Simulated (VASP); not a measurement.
# Hg (Fd-3m) in VASP: a series of runs

Runs on Hg. Level: PBE. Tasks: single point, relaxation of cell and atoms.

All numbers are computed with VASP 6.6.1; they aren't measurements. Logs are shortened: lines on timing, memory, paths and dates and some standing lists are left out, and cuts for length are marked.

### Step 1. Starting point

The structure is cubic, space group Fd-3m (No. 227). Conventional cell: a = 7.661 Å, b = 7.661 Å, c = 7.661 Å, α = 90.00°, β = 90.00°, γ = 90.00°. Around Hg (site symmetry -43m) lie 4 Hg at 3.32 Å.

The cell was built by a generator and needn't be a form met in nature.

### Step 2. Single point, PBE

File INCAR:

```
PREC = Accurate ; ENCUT = 520
EDIFF = 1E-6 ; ISMEAR = 0
SIGMA = 0.02 ; LREAL = False
LASPH = True ; NELM = 60
ALGO = Normal ; ISIF = 2
LWAVE = False ; LCHARG = False
GGA = PE ; NBANDS = 19
```

File KPOINTS:

```
regular mesh
0
Gamma
  8 8 8
```

File POSCAR:

```
Hg
1.0
    0.0000000000      3.8303866714      3.8303866714
    3.8303866714      0.0000000000      3.8303866714
    3.8303866714      3.8303866714      0.0000000000
Hg
2
Direct
    0.5000000000      0.5000000000      0.5000000000
    0.7500000000      0.7500000000      0.7500000000
```

Potentials or basis: VASP PAW PBE potentials, release 64 (Hg).

Command:

```console
> cat potpaw_PBE.64/Hg/POTCAR > POTCAR
> mpirun -np 1 vasp_std > vasp.out
```

OUTCAR:

```text
PREC = Accurate
   ENCUT = 520
   EDIFF = 1E-6
   ISMEAR = 0
   LREAL = False
   LASPH = True
   NELM = 60
   ISIF = 2
   GGA = PE

 ion  position               nearest neighbor table
   1  0.500  0.500  0.500-   2 3.32   2 3.32   2 3.32   2 3.32
   2  0.750  0.750  0.750-   1 3.32   1 3.32   1 3.32   1 3.32

  LATTYP: Found a face centered cubic cell.
 ALAT       =     7.6607733428

  Lattice vectors:

 A1 = (   0.0000000000,   3.8303866714,   3.8303866714)
 A2 = (   3.8303866714,   0.0000000000,   3.8303866714)
 A3 = (   3.8303866714,   3.8303866714,   0.0000000000)

Analysis of symmetry for initial positions (statically):
=====================================================================
 Subroutine PRICEL returns:
 Original cell was already a primitive cell.

 Routine SETGRP: Setting up the symmetry group for a
 face centered cubic supercell.

 Subroutine GETGRP returns: Found 48 space group operations
 (whereof 24 operations were pure point group operations)
 out of a pool of 48 trial point group operations.

The static configuration has the point symmetry T_d .
 The point group associated with its full space group is O_h .

Analysis of symmetry for dynamics (positions and initial velocities):
=====================================================================
 Subroutine PRICEL returns:
 Original cell was already a primitive cell.

 Routine SETGRP: Setting up the symmetry group for a
 face centered cubic supercell.

 Subroutine GETGRP returns: Found 48 space group operations
 (whereof 24 operations were pure point group operations)
 out of a pool of 48 trial point group operations.

The dynamic configuration has the point symmetry T_d .
 The point group associated with its full space group is O_h .

 Subroutine INISYM returns: Found 48 space group operations
 (whereof 24 operations are pure point group operations),
 and found     1 'primitive' translations

----------------------------------------------------------------------------------------

                                     Primitive cell

  volume of cell :     112.3978

  direct lattice vectors                    reciprocal lattice vectors
     0.000000000  3.830386671  3.830386671    -0.130535124  0.130535124  0.130535124
     3.830386671  0.000000000  3.830386671     0.130535124 -0.130535124  0.130535124
     3.830386671  3.830386671  0.000000000     0.130535124  0.130535124 -0.130535124

  length of vectors
     5.416984780  5.416984780  5.416984780     0.226093467  0.226093467  0.226093467

  position of ions in fractional coordinates (direct lattice)
     0.500000000  0.500000000  0.500000000
     0.750000000  0.750000000  0.750000000

  ion indices of the primitive-cell ions
   primitive index   ion index
                 1           1
                 2           2

----------------------------------------------------------------------------------------

 KPOINTS: regular mesh

Automatic generation of k-mesh.
 Grid dimensions read from file:
 generate k-points for:    8    8    8

 Generating k-lattice:

  Cartesian coordinates                     Fractional coordinates (reciprocal lattice)
    -0.016316891  0.016316891  0.016316891     0.125000000  0.000000000  0.000000000
     0.016316891 -0.016316891  0.016316891     0.000000000  0.125000000  0.000000000
     0.016316891  0.016316891 -0.016316891     0.000000000  0.000000000  0.125000000

  Length of vectors
     0.028261683  0.028261683  0.028261683

  Shift w.r.t. Gamma in fractional coordinates (k-lattice)
     0.000000000  0.000000000  0.000000000

 Subroutine IBZKPT returns following result:
 ===========================================

 Found     29 irreducible k-points:

 Following reciprocal coordinates:
            Coordinates               Weight
  0.000000  0.000000  0.000000      1.000000
  0.125000  0.000000  0.000000      8.000000
  0.250000  0.000000  0.000000      8.000000
  0.375000  0.000000  0.000000      8.000000
  0.500000  0.000000  0.000000      4.000000
  0.125000  0.125000  0.000000      6.000000
[... 16 lines left out ...]
  0.500000  0.250000  0.125000     48.000000
 -0.375000  0.250000  0.125000     24.000000
 [... further k-points ...]
   k-points           NKPTS =     29   k-points in BZ     NKDIM =     29   number of bands    NBANDS=     19
   number of dos      NEDOS =    301   number of ions     NIONS =      2
   total plane-waves  NPLWV =  64000
   dimension x,y,z NGX =    40 NGY =   40 NGZ =   40
   dimension x,y,z NGXF=    80 NGYF=   80 NGZF=   80
   ions per type =               2
   NGX,Y,Z   is equivalent  to a cutoff of  12.28, 12.28, 12.28 a.u.
   NGXF,Y,Z  is equivalent  to a cutoff of  24.55, 24.55, 24.55 a.u.
 SYSTEM =  unknown system
   PREC   = accura    normal or accurate (medium, high low for compatibility)
   ISTART =      0    job   : 0-new  1-cont  2-samecut
   ICHARG =      2    charge: 1-file 2-atom 10-const
   ISPIN  =      1    spin polarized calculation?
   LNONCOLLINEAR =      F non collinear calculations
   LSORBIT =      F    spin-orbit coupling
   LASPH  =      T    aspherical Exc in radial PAW
   ENCUT  =  520.0 eV  38.22 Ry    6.18 a.u.  10.07 10.07 10.07*2*pi/ulx,y,z
   NELM   =     60;   NELMIN=  2; NELMDL= -5     # of ELM steps
   EDIFF  = 0.1E-05   stopping-criterion for ELM
   LREAL  =      F    real-space projection
   EDIFFG = 0.1E-04   stopping-criterion for IOM
   NSW    =      0    number of steps for IOM
   IBRION =     -1    ionic relax: 0-MD 1-quasi-New 2-CG
   NFREE  =      0    steps in history (QN), initial steepest desc. (CG)
   ISIF   =      2    stress and relaxation
   ISYM   =      2    0-nonsym 1-usesym 2-fastsym
   POTIM  = 0.5000    time-step for ionic-motion
   TEBEG  =    0.0;   TEEND  =   0.0 temperature during run
   PSTRESS=    0.0 pullay stress
   NELECT =      24.0000    total number of electrons
   NUPDOWN=      -1.0000    fix difference up-down
   EMIN   =  10.00;   EMAX   =-10.00  energy-range for DOS
   EFERMI =   0.00;   METHOD = LEGACY
   ISMEAR =     0;   SIGMA  =   0.02  broadening in eV -4-tet -1-fermi 0-gaus
   EFERMI_NEDOS =   21; number of points for ismear=-14 and -15
   IALGO  =     38    algorithm
   IMIX   =      4    mixing-type and parameters
     AMIX     =   0.40;   BMIX     =  1.00
     AMIX_MAG =   1.60;   BMIX_MAG =  1.00
  volume/ion in A,a.u.               =      56.20       379.25
  Fermi-wavevector in a.u.,A,eV,Ry     =   0.978497  1.849090 13.026973  0.957455
  Thomas-Fermi vector in A             =   2.109277
   LORBIT       =      0    0 simple, 1 ext, 2 COOP (PROOUT), +10 PAW based schemes
   GGA     = PE    functional components
   LHFCALC =     F    Hartree Fock is set to
   AEXX    =    0.0000 exact exchange contribution
   IVDW    =     0    specifies the selected vdW correction
   LEPSILON=     F    determine dielectric tensor
   LRPA    =     F    only Hartree local field effects (RPA)
 non-spin polarized calculation
 Gauss-broadening in eV      SIGMA  =   0.02
  energy-cutoff  :      520.00
  volume of cell :      112.40
 maximum number of plane-waves:      3052
   NGX = 21   NGY = 21   NGZ = 21

 number of electron      24.0000002 magnetization

 Free energy of the ion-electron system (eV)
  ---------------------------------------------------
  ext. energy  EPLUGINS =         0.00000000
  ---------------------------------------------------
  free energy    TOTEN  =        -0.21593408 eV

  energy without entropy =       -0.21593408  energy(sigma->0) =       -0.21593408

 E-fermi :  -0.5860     XC(G=0):  -6.3654

 val. band max:       -0.7082761257   @ k =   0.0000   0.0000   0.0000
 cond. band min:      -0.2268757105   @ k =  -0.3750   0.3750   0.0000
 fundamental gap:      0.4814004153
 Fermi energy:        -0.5859992361

 k-point     1 :       0.0000    0.0000    0.0000
  band No.  band energies     occupation
      1      -7.5868      2.00000
      2      -7.5868      2.00000
      3      -7.5868      2.00000
      4      -7.5507      2.00000
      5      -7.5507      2.00000
      6      -7.0911      2.00000
[... 11 lines left out ...]
     18       4.0217      0.00000
     19       4.7431      0.00000

 k-point     2 :       0.1250    0.0000    0.0000
  band No.  band energies     occupation
      1      -7.6104      2.00000
      2      -7.6104      2.00000
      3      -7.5878      2.00000
      4      -7.5180      2.00000
      5      -7.5180      2.00000
      6      -7.1344      2.00000
[... 11 lines left out ...]
     18       4.3247      0.00000
     19       5.7271      0.00000

 k-point     3 :       0.2500    0.0000    0.0000
  band No.  band energies     occupation
      1      -7.6290      2.00000
      2      -7.6290      2.00000
      3      -7.5904      2.00000
      4      -7.4811      2.00000
      5      -7.4811      2.00000
      6      -7.2037      2.00000
[... 11 lines left out ...]
     18       5.0789      0.00000
     19       6.2526      0.00000

 k-point     4 :       0.3750    0.0000    0.0000
  band No.  band energies     occupation
      1      -7.6328      2.00000
      2      -7.6328      2.00000
      3      -7.5934      2.00000
      4      -7.4656      2.00000
      5      -7.4656      2.00000
      6      -7.2533      2.00000
[... 11 lines left out ...]
     18       5.9311      0.00000
     19       6.4439      0.00000

 k-point     5 :       0.5000    0.0000    0.0000
  band No.  band energies     occupation
      1      -7.6316      2.00000
      2      -7.6316      2.00000
      3      -7.5947      2.00000
      4      -7.4642      2.00000
      5      -7.4642      2.00000
      6      -7.2710      2.00000
[... 11 lines left out ...]
     18       5.8133      0.00000
     19       7.8647      0.00000
[... 334 lines left out ...]
      2      -7.6436      2.00000
      3      -7.5677      2.00000
      4      -7.5677      2.00000
      5      -7.2751      2.00000
      6      -7.2751      2.00000
[... 11 lines left out ...]
     18       7.9888      0.00000
     19       8.5431      0.00000

 k-point    22 :       0.3750    0.2500    0.1250
  band No.  band energies     occupation
      1      -7.6575      2.00000
      2      -7.6357      2.00000
      3      -7.5844      2.00000
      4      -7.4686      2.00000
      5      -7.3995      2.00000
      6      -7.3132      2.00000
[... 11 lines left out ...]
     18       5.7734      0.00000
     19       7.2068      0.00000

 k-point    23 :       0.5000    0.2500    0.1250
  band No.  band energies     occupation
      1      -7.6709      2.00000
      2      -7.6542      2.00000
      3      -7.5583      2.00000
      4      -7.4379      2.00000
      5      -7.3766      2.00000
      6      -7.3382      2.00000
[... 11 lines left out ...]
     18       6.1135      0.00000
     19       7.7433      0.00000

 k-point    24 :      -0.3750    0.2500    0.1250
  band No.  band energies     occupation
      1      -7.6804      2.00000
      2      -7.6554      2.00000
      3      -7.5470      2.00000
      4      -7.4156      2.00000
      5      -7.3823      2.00000
      6      -7.3443      2.00000
[... 11 lines left out ...]
     18       6.0689      0.00000
     19       7.2766      0.00000

 [... further k-points ...]

------------------------ aborting loop because EDIFF is reached ----------------------------------------

  FORCE on cell =-STRESS in cart. coord.  units (eV):
  Direction    XX          YY          ZZ          XY          YZ          ZX
  --------------------------------------------------------------------------------------
  -------------------------------------------------------------------------------------
  Total       -0.0017595     -0.0017595     -0.0017595      0.0000000     -0.0000000      0.0000000
  in kB       -0.0250809     -0.0250809     -0.0250809      0.0000000     -0.0000000      0.0000000
  external PRESSURE =      -0.0250809 kB  Pullay stress =       0.0000000 kB

 VOLUME and BASIS-vectors are now :
 -----------------------------------------------------------------------------
  energy-cutoff  :      520.00
  volume of cell :      112.40
      direct lattice vectors                 reciprocal lattice vectors
     0.000000000  3.830386671  3.830386671    -0.130535124  0.130535124  0.130535124
     3.830386671  0.000000000  3.830386671     0.130535124 -0.130535124  0.130535124
     3.830386671  3.830386671  0.000000000     0.130535124  0.130535124 -0.130535124

 POSITION                                       TOTAL-FORCE (eV/Angst)
 -----------------------------------------------------------------------------------
      3.83039      3.83039      3.83039         0.000000      0.000000      0.000000
      5.74558      5.74558      5.74558        -0.000000     -0.000000     -0.000000
 -----------------------------------------------------------------------------------
    total drift:                               -0.000000     -0.000000      0.000000

  FREE ENERGIE OF THE ION-ELECTRON SYSTEM (eV)
  ---------------------------------------------------
  free  energy   TOTEN  =        -0.2159340825 eV

  energy  without entropy=       -0.2159340825  energy(sigma->0) =       -0.21593408
```

Run time: 41 s. Hardware: 1 thread of Intel Xeon Platinum 8259CL at 2.50GHz (Skylake/Cascade Lake), shared host; peak memory 0.25 GiB.

What came out:

- Free energy: -0.2159 eV
- Pressure: 0.0 GPa
- Band gap on the k mesh: 0.48 eV, indirect (least direct gap 2.98 eV)

Caveat: spin-orbit coupling is left out, which moves the levels of the heavy elements.

### Step 3. Relaxation of cell and atoms, PBE

File INCAR:

```
SYSTEM = Hg
PREC = Accurate
ENCUT = 600
EDIFF = 1E-6
ISMEAR = 0
SIGMA = 0.02
LREAL = .False.
LASPH = .True.
NELM = 100
ALGO = Fast
ISIF = 3
LWAVE = .False.
LCHARG = .False.
GGA = PE
IBRION = 2
NSW = 100
EDIFFG = -0.01
```

File KPOINTS:

```
regular mesh
0
Gamma
  8 8 8
  0 0 0
```

POSCAR is that of step 2.

Potentials or basis: VASP PAW PBE potentials, release 64 (Hg).

Command:

```console
> cat potpaw_PBE.64/Hg/POTCAR > POTCAR
> mpirun -np 1 vasp_std > vasp.out
```

Wall time 2.7 min (1 thread of Intel Xeon Platinum 8259CL at 2.50GHz (Skylake/Cascade Lake), shared host); peak memory 0.35 GiB.

It converged, with:

| Item | Value |
| --- | --- |
| Free energy | -0.2160 eV |
| Relaxed volume | 56.63 Å³/atom |
| Relaxed cell | a = 5.431 Å, b = 5.431 Å, c = 5.431 Å, α = 60.00°, β = 60.00°, γ = 60.00° |
| Space group after relaxing (to 0.05 Å) | Fd-3m (No. 227) |
| Energy gained by relaxing | 0.1 meV/atom |
| Ionic steps | 3 |
| Pressure after relaxing | 0.0 GPa |
| Band gap on the k mesh | 0.53 eV, indirect (least direct gap 3.00 eV) |

The path:
| step | energy change (eV) | largest force (eV/Å) | pressure (GPa) | volume (Å³) |
| --- | --- | --- | --- | --- |
| 1 | 0.0000 | 0.0000 | 0.04 | 112.40 |
| 2 | 0.0000 | 0.0000 | 0.04 | 112.62 |
| 3 | -0.0001 | 0.0000 | 0.01 | 113.27 |

Final structure:
```yaml
crystal:
  lattice:
    - [0.00000, 3.84026, 3.84026]
    - [3.84026, 0.00000, 3.84026]
    - [3.84026, 3.84026, 0.00000]
  atoms:
    - { symbol: Hg, position: [0.50000, 0.50000, 0.50000] }
    - { symbol: Hg, position: [0.75000, 0.75000, 0.75000] }
```

Levels at points of the mesh, in eV from the valence-band top:
| k point | band 9 | band 10 | band 11 | band 12 | band 13 | band 14 | band 15 | band 16 |
| --- | --- | --- | --- | --- | --- | --- | --- | --- |
| (0.00, 0.00, 0.00) | -6.26 | -6.26 | -5.81 | 0.00 | 3.46 | 3.46 | 3.46 | 4.75 |
| (0.50, 0.00, 0.00) | -6.22 | -6.22 | -4.51 | -2.58 | 1.93 | 2.40 | 2.40 | 5.59 |
| (0.50, 0.50, 0.00) | -6.19 | -6.19 | -3.53 | -3.53 | 1.27 | 1.27 | 3.26 | 3.26 |

Caveat: spin-orbit coupling is left out, which moves the levels of the heavy elements. Expect the measured gap to be larger: semilocal functionals such as PBE lack the derivative discontinuity.
